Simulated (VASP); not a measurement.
SnS2: phonons with LDA

SnS2, a slab with vacuum:

```
S Sn
1.0
     3.61701    0.00000    0.00000
    -1.80851    3.13243    0.00000
     0.00000    0.00000   20.93400
S Sn
2 1
Direct
  0.66667 0.33333 0.42987
  0.33333 0.66667 0.57013
  0.00000 0.00000 0.50000
```

* Program: VASP 6.6.1
* Task: phonons
* Functional: LDA
* Potentials or basis: VASP PAW LDA potentials, release 64 (S, Sn_d)
* Cutoff: 600 eV
* k mesh: 12 × 12 × 1
* Occupations: gaussian, width 0.03 eV
* Spin: no spin polarisation
* By perturbation theory: no
* Further INCAR settings: ALGO = Fast; EDIFF = 1e-08; IBRION = 6; POTIM = 0.015; NSW = 1

| Property | Result |
| --- | --- |
| Highest phonon frequency at Γ, LO-TO splitting left out | 359 cm⁻¹ |

Phonon frequencies in cm⁻¹ (negative: imaginary):
```
              q point                    frequencies
(0.000, 0.000, 0.000)  0 0 0 197 197 209 209 311 359
```

Run time: 31 min on 1 thread of Intel(R) Xeon(R) Platinum 8488C (Sapphire Rapids), with other jobs on the host, peak memory 0.69 GiB.
